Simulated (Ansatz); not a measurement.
CuI (P4/nmm) from a database structure, relaxed with r2SCAN+rVV10 in Ansatz 0.2.0: it is tetragonal, P4/nmm (No. 129); a = 4.055 Å, c = 6.346 Å in the conventional setting, 26.09 Å³ an atom. Around Cu lie 4 I at 2.64 Å; around I lie 4 Cu at 2.64 Å. The primitive cell holds 4 atoms in 104.35 Å³. No spin polarisation and no zero-point or thermal motion.

Computed values: PBE gives a gap of 1.58 eV and PBE0 (25 % exact exchange) 3.60 eV; one over PBE's mean ε∞ is 0.166. HSE06 (4×4×4) gives a least gap of 2.92 eV, direct.

What is the density?
The cell holds 2 Cu, 2 I: M = 2×63.546 + 2×126.904 = 380.90 u in V = 104.35 Å³. ρ = 1.66054 × M/V = 1.66054 × 380.90/104.35 = 6.061 g/cm³, for the static r2SCAN+rVV10 lattice.

Taking the gap as linear in the share of unscreened exchange, estimate the gap of the hybrid whose share is 1/ε∞.
The slope is (3.60 − 1.58)/0.25 = 8.08 eV per unit share, so E_g ≈ 1.58 + 8.08 × 0.166 = 2.92 eV. The run with that share gives 2.92 eV (4×4×4 mesh), 0.00 eV from the straight line.

At what wavelength does absorption set in by HSE06, excitons left aside?
λ = 1239.84 eV nm/E: 425 nm for the least gap. The direct edge lies in the visible range.

No spin-orbit coupling is included; it can move band edges with weight on the heavy atoms by tenths of an eV.

The meshes of the hybrids are coarse, so their gaps aren't converged to the digits shown.
